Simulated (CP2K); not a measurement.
CaO:

```xyz
2
Lattice="3.3991 0.0000 0.0000 1.6996 2.9437 0.0000 1.6996 0.9812 2.7754" Properties=species:S:1:pos:R:3 pbc="T T T"
Ca    0.0000    0.0000    0.0000
O     3.3991    1.9625    1.3877
```

The cell is a database's computed one.

Base run:

| Item | Value |
| --- | --- |
| Program | CP2K 2026.2 |
| Functional | PBE |
| Potentials or basis | POTENTIAL_UZH Ca GTH-PBE-q10, O GTH-PBE-q6; TZVP-MOLOPT-PBE-GTH basis |
| Density cutoff | 8163 eV |
| k mesh | 10 × 10 × 10 |
| Occupations | gaussian, width 0.05 eV |
| Spin | no spin polarisation |

Its results: band gap on the k mesh 3.76 eV, indirect (least direct gap 4.15 eV); pressure 2.6 GPa.

Task: The run is repeated on the same cell with these changes: functional from PBE to PBEsol; ngrids from 5 to 4. What comes out?

Result: Band gap on the k mesh 3.70 eV, indirect (least direct gap 4.09 eV); pressure -1.3 GPa.

Caveats: the basis of atomic orbitals isn't converged, which shifts pressures, moduli and gaps; the potentials were made for another functional, which shifts forces and pressure (some runs).

A k mesh can miss the band edges.
